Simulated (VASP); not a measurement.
# Cu (Fm-3m) in VASP: a series of runs

Aim: see how the results for Cu move with the level of theory and the settings. Levels: rev-vdW-DF2, PBE, r2SCAN+rVV10, LDA. Tasks: band structure.

All numbers are computed with VASP 6.6.1; they aren't measurements. Logs are shortened: lines on timing, memory, paths and dates and some standing lists are left out, and cuts for length are marked.

## Step 1: The crystal as given

The structure is cubic, space group Fm-3m (No. 225). Conventional cell: a = 3.607 Å, b = 3.607 Å, c = 3.607 Å, α = 90.00°, β = 90.00°, γ = 90.00°. Cu (site symmetry m-3m) is surrounded by 12 Cu at 2.55 Å.

## Step 2: Band structure, rev-vdW-DF2

Contents of INCAR:

```
SYSTEM = Cu
PREC = Accurate
ENCUT = 520
EDIFF = 1E-7
ISMEAR = 1
SIGMA = 0.1
LREAL = .FALSE.
LASPH = .TRUE.
NELM = 80
ALGO = Fast
ISIF = 2
LWAVE = .FALSE.
LCHARG = .FALSE.
LMAXMIX = 4
GGA = MK
LUSE_VDW = .TRUE.
AGGAC = 0.0
PARAM1 = 0.1234
PARAM2 = 0.711357
ZAB_VDW = -1.8867
NBANDS = 12
ICORELEVEL = 1
```

Contents of KPOINTS:

```
Automatic mesh
0
G
  18 18 18
  0 0 0
```

Contents of POSCAR:

```
Cu                                      
1.0
    0.0000000000      1.8035361997      1.8035361997
    1.8035361997      0.0000000000      1.8035361997
    1.8035361997      1.8035361997      0.0000000000
  Cu            
     1
Direct
     0.0000000000000000    0.0000000000000000    0.0000000000000000
```

Contents of KPOINTS_OPT:

```
explicit points
206
Reciprocal
 0.0000000000  0.0000000000  0.0000000000 1
 0.0263157895  0.0000000000  0.0263157895 1
 0.0526315789  0.0000000000  0.0526315789 1
 0.0789473684  0.0000000000  0.0789473684 1
 0.1052631579  0.0000000000  0.1052631579 1
 0.1315789474  0.0000000000  0.1315789474 1
[... 198 lines left out ...]
 0.5000000000  0.2500000000  0.7500000000 1
 0.5000000000  0.0000000000  0.5000000000 1
```

Potentials or basis: VASP PAW PBE potentials, release 64 (Cu).

Command:

```sh
cat potpaw_PBE.64/Cu/POTCAR > POTCAR
mpirun -np 1 vasp_std > vasp.out
```

OUTCAR:

```text
SYSTEM = Cu
   PREC = Accurate
   ENCUT = 520
   EDIFF = 1E-7
   ISMEAR = 1
   LREAL = .FALSE.
   LASPH = .TRUE.
   NELM = 80
   ISIF = 2
   GGA = MK

 ion  position               nearest neighbor table
   1  0.000  0.000  0.000-

  LATTYP: Found a face centered cubic cell.
 ALAT       =     3.6070723994

  Lattice vectors:

 A1 = (   0.0000000000,   1.8035361997,   1.8035361997)
 A2 = (   1.8035361997,   0.0000000000,   1.8035361997)
 A3 = (   1.8035361997,   1.8035361997,   0.0000000000)

Analysis of symmetry for initial positions (statically):
=====================================================================
 Subroutine PRICEL returns:
 Original cell was already a primitive cell.

 Routine SETGRP: Setting up the symmetry group for a
 face centered cubic supercell.

 Subroutine GETGRP returns: Found 48 space group operations
 (whereof 48 operations were pure point group operations)
 out of a pool of 48 trial point group operations.

The static configuration has the point symmetry O_h .

Analysis of symmetry for dynamics (positions and initial velocities):
=====================================================================
 Subroutine PRICEL returns:
 Original cell was already a primitive cell.

 Routine SETGRP: Setting up the symmetry group for a
 face centered cubic supercell.

 Subroutine GETGRP returns: Found 48 space group operations
 (whereof 48 operations were pure point group operations)
 out of a pool of 48 trial point group operations.

The dynamic configuration has the point symmetry O_h .

 Subroutine INISYM returns: Found 48 space group operations
 (whereof 48 operations are pure point group operations),
 and found     1 'primitive' translations

----------------------------------------------------------------------------------------

                                     Primitive cell

  volume of cell :      11.7329

  direct lattice vectors                    reciprocal lattice vectors
     0.000000000  1.803536200  1.803536200    -0.277233138  0.277233138  0.277233138
     1.803536200  0.000000000  1.803536200     0.277233138 -0.277233138  0.277233138
     1.803536200  1.803536200  0.000000000     0.277233138  0.277233138 -0.277233138

  length of vectors
     2.550585354  2.550585354  2.550585354     0.480181880  0.480181880  0.480181880

  position of ions in fractional coordinates (direct lattice)
     0.000000000  0.000000000  0.000000000

  ion indices of the primitive-cell ions
   primitive index   ion index
                 1           1

----------------------------------------------------------------------------------------

 KPOINTS: Automatic mesh

Automatic generation of k-mesh.
 Grid dimensions read from file:
 generate k-points for:   18   18   18

 Generating k-lattice:

  Cartesian coordinates                     Fractional coordinates (reciprocal lattice)
    -0.015401841  0.015401841  0.015401841     0.055555556  0.000000000  0.000000000
     0.015401841 -0.015401841  0.015401841     0.000000000  0.055555556  0.000000000
     0.015401841  0.015401841 -0.015401841     0.000000000  0.000000000  0.055555556

  Length of vectors
     0.026676771  0.026676771  0.026676771

  Shift w.r.t. Gamma in fractional coordinates (k-lattice)
     0.000000000  0.000000000  0.000000000

 Subroutine IBZKPT returns following result:
 ===========================================

 Found    195 irreducible k-points:

 Following reciprocal coordinates:
            Coordinates               Weight
  0.000000  0.000000  0.000000      1.000000
  0.055556  0.000000  0.000000      8.000000
  0.111111  0.000000  0.000000      8.000000
  0.166667  0.000000  0.000000      8.000000
  0.222222  0.000000  0.000000      8.000000
  0.277778  0.000000  0.000000      8.000000
[... 16 lines left out ...]
 -0.277778  0.055556  0.000000     24.000000
 -0.222222  0.055556  0.000000     24.000000
 [... further k-points ...]
   k-points           NKPTS =    195   k-points in BZ     NKDIM =    195   number of bands    NBANDS=     12
   number of dos      NEDOS =    301   number of ions     NIONS =      1
   total plane-waves  NPLWV =   8000
   dimension x,y,z NGX =    20 NGY =   20 NGZ =   20
   dimension x,y,z NGXF=    40 NGYF=   40 NGZF=   40
   ions per type =               1
   NGX,Y,Z   is equivalent  to a cutoff of  13.04, 13.04, 13.04 a.u.
   NGXF,Y,Z  is equivalent  to a cutoff of  26.07, 26.07, 26.07 a.u.
 SYSTEM =  Cu
   PREC   = accura    normal or accurate (medium, high low for compatibility)
   ISTART =      0    job   : 0-new  1-cont  2-samecut
   ICHARG =      2    charge: 1-file 2-atom 10-const
   ISPIN  =      1    spin polarized calculation?
   LNONCOLLINEAR =      F non collinear calculations
   LSORBIT =      F    spin-orbit coupling
   LASPH  =      T    aspherical Exc in radial PAW
   ENCUT  =  520.0 eV  38.22 Ry    6.18 a.u.   4.74  4.74  4.74*2*pi/ulx,y,z
   NELM   =     80;   NELMIN=  2; NELMDL= -5     # of ELM steps
   EDIFF  = 0.1E-06   stopping-criterion for ELM
   LREAL  =      F    real-space projection
   EDIFFG = 0.1E-05   stopping-criterion for IOM
   NSW    =      0    number of steps for IOM
   IBRION =     -1    ionic relax: 0-MD 1-quasi-New 2-CG
   NFREE  =      0    steps in history (QN), initial steepest desc. (CG)
   ISIF   =      2    stress and relaxation
   ISYM   =      2    0-nonsym 1-usesym 2-fastsym
   POTIM  = 0.5000    time-step for ionic-motion
   TEBEG  =    0.0;   TEEND  =   0.0 temperature during run
   PSTRESS=    0.0 pullay stress
   NELECT =      11.0000    total number of electrons
   NUPDOWN=      -1.0000    fix difference up-down
   EMIN   =  10.00;   EMAX   =-10.00  energy-range for DOS
   EFERMI =   0.00;   METHOD = LEGACY
   ISMEAR =     1;   SIGMA  =   0.10  broadening in eV -4-tet -1-fermi 0-gaus
   EFERMI_NEDOS =   21; number of points for ismear=-14 and -15
   IALGO  =     68    algorithm
   IMIX   =      4    mixing-type and parameters
     AMIX     =   0.40;   BMIX     =  1.00
     AMIX_MAG =   1.60;   BMIX_MAG =  1.00
  volume/ion in A,a.u.               =      11.73        79.18
  Fermi-wavevector in a.u.,A,eV,Ry     =   1.602277  3.027864 34.930112  2.567291
  Thomas-Fermi vector in A             =   2.699123
   LORBIT       =      0    0 simple, 1 ext, 2 COOP (PROOUT), +10 PAW based schemes
   GGA     = MK    functional components
   LHFCALC =     F    Hartree Fock is set to
   AEXX    =    0.0000 exact exchange contribution
   IVDW_NL    =     1    kernel type
   BPARAM     = 6.3000
   IVDW    =     0    specifies the selected vdW correction
   LEPSILON=     F    determine dielectric tensor
   LRPA    =     F    only Hartree local field effects (RPA)
 non-spin polarized calculation
 RMM-DIIS sequential band-by-band and
 Methfessel and Paxton  Order N= 1 SIGMA  =   0.10
  energy-cutoff  :      520.00
  volume of cell :       11.73
 maximum number of plane-waves:       332
   NGX =  9   NGY =  9   NGZ =  9

 number of electron      11.0000004 magnetization

 Free energy of the ion-electron system (eV)
  ---------------------------------------------------
  ext. energy  EPLUGINS =         0.00000000
  ---------------------------------------------------
  free energy    TOTEN  =        -1.21377117 eV

  energy without entropy =       -1.21381581  energy(sigma->0) =       -1.21378605

 the core state eigenenergies are
   1-  1s  -8840.8788  2s  -1053.1821  2p   -907.6453  3s   -104.7363  3p    -62.1041

 E-fermi :   7.4957     XC(G=0): -12.8524

 val. band max:        7.4405696358   @ k =   0.5000   0.3333   0.1667
 cond. band min:       7.5030396594   @ k =   0.5000   0.2778   0.1111
 fundamental gap:      0.0624700236
 Fermi energy:         7.4956836627

 k-point     1 :       0.0000    0.0000    0.0000
  band No.  band energies     occupation
      1      -1.8572      2.00000
      2       4.4514      2.00000
      3       4.4514      2.00000
      4       4.4514      2.00000
      5       5.2815      2.00000
      6       5.2815      2.00000
      7      30.3234      0.00000
      8      32.8217      0.00000
      9      32.8217      0.00000
     10      32.8217      0.00000
     11      35.3829      0.00000
     12      35.3829      0.00000

 k-point     2 :       0.0556    0.0000    0.0000
  band No.  band energies     occupation
      1      -1.7441      2.00000
      2       4.4275      2.00000
      3       4.4731      2.00000
      4       4.4731      2.00000
      5       5.2729      2.00000
      6       5.2729      2.00000
      7      29.6448      0.00000
      8      31.4998      0.00000
      9      32.4603      0.00000
     10      32.4603      0.00000
     11      35.9058      0.00000
     12      35.9058      0.00000

 k-point     3 :       0.1111    0.0000    0.0000
  band No.  band energies     occupation
      1      -1.4085      2.00000
      2       4.3625      2.00000
      3       4.5293      2.00000
      4       4.5293      2.00000
      5       5.2555      2.00000
      6       5.2555      2.00000
      7      27.1537      0.00000
      8      30.9773      0.00000
      9      31.7931      0.00000
     10      31.7931      0.00000
     11      37.0066      0.00000
     12      37.0090      0.00000
[... 211 lines left out ...]
 k-point    18 :       0.4444    0.0556    0.0000
  band No.  band energies     occupation
      1       2.3389      2.00000
      2       4.4027      2.00000
      3       4.4841      2.00000
      4       5.2076      2.00000
      5       5.8368      2.00000
      6       6.3334      2.00000
      7      12.6827      0.00000
      8      28.2601      0.00000
      9      28.3718      0.00000
     10      29.2993      0.00000
     11      33.9202      0.00000
     12      34.3822      0.00000

 k-point    19 :       0.5000    0.0556    0.0000
  band No.  band energies     occupation
      1       2.4512      2.00000
      2       4.3799      2.00000
      3       4.4563      2.00000
      4       5.4706      2.00000
      5       5.8610      2.00000
      6       6.9641      2.00000
      7      11.4088      0.00000
      8      27.8324      0.00000
      9      28.7229      0.00000
     10      29.0541      0.00000
     11      33.7404      0.00000
     12      34.0119      0.00000

 k-point    20 :      -0.4444    0.0556    0.0000
  band No.  band energies     occupation
      1       2.4314      2.00000
      2       4.3899      2.00000

------------------------ aborting loop because EDIFF is reached ----------------------------------------

  FORCE on cell =-STRESS in cart. coord.  units (eV):
  Direction    XX          YY          ZZ          XY          YZ          ZX
  --------------------------------------------------------------------------------------
  -------------------------------------------------------------------------------------
  Total       -0.0003637     -0.0003637     -0.0003637     -0.0000000      0.0000000      0.0000000
  in kB       -0.0496706     -0.0496706     -0.0496706     -0.0000000      0.0000000      0.0000000
  external PRESSURE =      -0.0496706 kB  Pullay stress =       0.0000000 kB

 VOLUME and BASIS-vectors are now :
 -----------------------------------------------------------------------------
  energy-cutoff  :      520.00
  volume of cell :       11.73
      direct lattice vectors                 reciprocal lattice vectors
     0.000000000  1.803536200  1.803536200    -0.277233138  0.277233138  0.277233138
     1.803536200  0.000000000  1.803536200     0.277233138 -0.277233138  0.277233138
     1.803536200  1.803536200  0.000000000     0.277233138  0.277233138 -0.277233138

 POSITION                                       TOTAL-FORCE (eV/Angst)
 -----------------------------------------------------------------------------------
      0.00000      0.00000      0.00000         0.000000      0.000000      0.000000
 -----------------------------------------------------------------------------------
    total drift:                                0.000000      0.000000      0.000000

  FREE ENERGIE OF THE ION-ELECTRON SYSTEM (eV)
  ---------------------------------------------------
  free  energy   TOTEN  =        -1.2137711680 eV

  energy  without entropy=       -1.2138158082  energy(sigma->0) =       -1.21378605

Total vdW correction in eV:      1.9113041
```

Wall time 28 s (1 thread of Intel Xeon 6975P-C (Granite Rapids), shared host); peak memory 0.24 GiB.

Results:

```
Free energy             : -1.2138 eV
Pressure                : 0.0 GPa
Band gap along the path : none (metal or under the smearing width)
```

Levels at the corners of the path, in eV from the Fermi level:
```
point  band 3  band 4  band 5  band 6  band 7  band 8
    Γ   -3.04   -3.04   -2.21   -2.21   22.83   25.33
    X   -1.66   -1.49   -1.49    1.55    7.18   13.13
    X   -1.66   -1.49   -1.49    1.55    7.18   13.13
    W   -3.55   -2.25   -1.49    6.27    6.27    8.43
    W   -3.55   -2.25   -1.49    6.27    6.27    8.43
    K   -2.77   -2.08   -1.69    4.39    5.80    7.89
    K   -2.77   -2.08   -1.69    4.39    5.80    7.89
    Γ   -3.04   -3.04   -2.21   -2.21   22.83   25.33
    Γ   -3.04   -3.04   -2.21   -2.21   22.83   25.33
    L   -3.08   -1.64   -1.64   -0.94    3.78   21.33
    L   -3.08   -1.64   -1.64   -0.94    3.78   21.33
    U   -2.77   -2.08   -1.69    4.39    5.80    7.89
    U   -2.77   -2.08   -1.69    4.39    5.80    7.89
    W   -3.55   -2.25   -1.49    6.27    6.27    8.43
    W   -3.55   -2.25   -1.49    6.27    6.27    8.43
    L   -3.08   -1.64   -1.64   -0.94    3.78   21.33
    L   -3.08   -1.64   -1.64   -0.94    3.78   21.33
    K   -2.77   -2.08   -1.69    4.39    5.80    7.89
    U   -2.77   -2.08   -1.69    4.39    5.80    7.89
    X   -1.66   -1.49   -1.49    1.55    7.18   13.13
```

Core levels (eV, on the scale of the bands):
| atom | levels |
| --- | --- |
| 1 Cu | 1s -8840.9, 2s -1053.2, 2p -907.6, 3s -104.7, 3p -62.1 |

Caveat: the PAW data sets were made with another functional, which shifts forces and pressure a little.

## Step 3: Band structure, PBE

This run uses another cell than the first one, of 12.01 Å³/atom, 1.024 times its volume.

Contents of INCAR:

```
  ALGO = Normal
  EDIFF = 1E-7
  ENCUT = 520
  GGA = PE
  ICORELEVEL = 1
  ISIF = 2
  ISMEAR = 1
  LASPH = True
  LCHARG = False
  LMAXMIX = 4
  LREAL = False
  LWAVE = False
  NBANDS = 12
  NELM = 80
  PREC = Accurate
  SIGMA = 0.1
```

Contents of KPOINTS:

```
k-points
0
Gamma
  18 18 18
```

Contents of POSCAR:

```
Cu                                      
1.0
    0.0000000000      1.8178591655      1.8178591655
    1.8178591655      0.0000000000      1.8178591655
    1.8178591655      1.8178591655      0.0000000000
  Cu            
     1
Direct
     0.0000000000000000    0.0000000000000000    0.0000000000000000
```

KPOINTS_OPT is that of step 2.

Potentials or basis: VASP PAW PBE potentials, release 64 (Cu).

Command:

```sh
cat potpaw_PBE.64/Cu/POTCAR > POTCAR
mpirun -np 1 vasp_std > vasp.out
```

It took 16 s on 1 thread of Intel Xeon 6975P-C (Granite Rapids), shared host; peak memory 0.15 GiB.

The run converged. Its results:

```yaml
Free_energy: -3.7284 eV
Pressure: 0.0 GPa
Band_gap_along_the_path: none (metal or under the smearing width)
```

Levels at the corners of the path, in eV from the Fermi level:
| point | band 1 | band 2 | band 3 | band 4 | band 5 | band 6 | band 7 | band 8 | band 9 | band 10 |
| --- | --- | --- | --- | --- | --- | --- | --- | --- | --- | --- |
| Γ | -9.19 | -2.94 | -2.94 | -2.94 | -2.14 | -2.14 | 22.49 | 25.00 | 25.00 | 25.00 |
| X | -4.74 | -4.30 | -1.60 | -1.44 | -1.44 | 1.54 | 7.03 | 12.98 | 12.98 | 17.43 |
| X | -4.74 | -4.30 | -1.60 | -1.44 | -1.44 | 1.54 | 7.03 | 12.98 | 12.98 | 17.43 |
| W | -4.02 | -3.43 | -3.43 | -2.18 | -1.44 | 6.17 | 6.17 | 8.25 | 8.68 | 28.01 |
| W | -4.02 | -3.43 | -3.43 | -2.18 | -1.44 | 6.17 | 6.17 | 8.25 | 8.68 | 28.01 |
| K | -4.18 | -3.95 | -2.68 | -2.01 | -1.63 | 4.32 | 5.70 | 7.74 | 15.03 | 19.11 |
| K | -4.18 | -3.95 | -2.68 | -2.01 | -1.63 | 4.32 | 5.70 | 7.74 | 15.03 | 19.11 |
| Γ | -9.19 | -2.94 | -2.94 | -2.94 | -2.14 | -2.14 | 22.49 | 25.00 | 25.00 | 25.00 |
| Γ | -9.19 | -2.94 | -2.94 | -2.94 | -2.14 | -2.14 | 22.49 | 25.00 | 25.00 | 25.00 |
| L | -4.95 | -2.97 | -2.97 | -1.58 | -1.58 | -0.92 | 3.70 | 20.99 | 21.84 | 21.84 |
| L | -4.95 | -2.97 | -2.97 | -1.58 | -1.58 | -0.92 | 3.70 | 20.99 | 21.84 | 21.84 |
| U | -4.18 | -3.95 | -2.68 | -2.01 | -1.63 | 4.32 | 5.70 | 7.74 | 15.03 | 19.11 |
| U | -4.18 | -3.95 | -2.68 | -2.01 | -1.63 | 4.32 | 5.70 | 7.74 | 15.03 | 19.11 |
| W | -4.02 | -3.43 | -3.43 | -2.18 | -1.44 | 6.17 | 6.17 | 8.25 | 8.68 | 28.01 |
| W | -4.02 | -3.43 | -3.43 | -2.18 | -1.44 | 6.17 | 6.17 | 8.25 | 8.68 | 28.01 |
| L | -4.95 | -2.97 | -2.97 | -1.58 | -1.58 | -0.92 | 3.70 | 20.99 | 21.84 | 21.84 |
| L | -4.95 | -2.97 | -2.97 | -1.58 | -1.58 | -0.92 | 3.70 | 20.99 | 21.84 | 21.84 |
| K | -4.18 | -3.95 | -2.68 | -2.01 | -1.63 | 4.32 | 5.70 | 7.74 | 15.03 | 19.11 |
| U | -4.18 | -3.95 | -2.68 | -2.01 | -1.63 | 4.32 | 5.70 | 7.74 | 15.03 | 19.11 |
| X | -4.74 | -4.30 | -1.60 | -1.44 | -1.44 | 1.54 | 7.03 | 12.98 | 12.98 | 17.43 |

Core levels (eV, on the scale of the bands):
| atom | levels |
| --- | --- |
| 1 Cu | 1s -8841.3, 2s -1053.6, 2p -908.1, 3s -105.2, 3p -62.6 |

(Continued in part 2 of 2.)
